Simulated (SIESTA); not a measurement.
# Sn under changes of volume

One of the cells (28.673 Å³/atom); the others are scaled copies at fixed shape and fractional positions:

```
Sn
1.0
    -1.72654    1.77555    2.33834
     1.72654   -1.77555    2.33834
     1.72654    1.77555   -2.33834
Sn
1
Direct
  0.00000 0.00000 0.00000
```

This isn't the form of Sn at room conditions, which is tetragonal (white tin).

| Item | Value |
| --- | --- |
| Program | SIESTA 5.4.2 |
| Functional | PBEsol |
| Potentials or basis | PseudoDojo 0.4 standard (PBEsol files) |
| Basis | DZP (energy shift 0.003 Ry; two zetas on semicore shells) |
| Grid cutoff | 500 Ry |
| Energy shift | 0.003 Ry |
| k mesh | 11 × 11 × 11 |
| Occupations | fermi-dirac, width 0.05 eV |
| Spin | no spin polarisation |

```tsv
volume (Å³/atom)	energy over the lowest point (meV/atom)	pressure (GPa)
26.953	0.00	0.2
27.526	1.05	-0.8
28.100	6.73	-1.8
28.673	?	?
29.247	25.07	-3.3
29.820	38.15	-4.0
30.394	53.63	-4.6
```

Task: What does the run at 28.673 Å³/atom give?

Result: Energy over the lowest point 14.59 meV/atom; pressure -2.6 GPa.

Worked out: A Birch-Murnaghan fit of order 3 (a polynomial in V^(-2/3)) to the other rows has its minimum at 27.00 Å³/atom with B0 = V·E''(V) = 50 GPa and B' = 4.4 at fixed shape and positions, which overstates the stiffness. It gives 14.39 meV/atom at 28.673 Å³/atom, against the run's 14.59, and -dE/dV = -2.6 GPa, against -2.6.

Energies are extrapolated to zero smearing.

Caveats: the basis of atomic orbitals isn't converged, which shifts pressures, moduli and gaps.
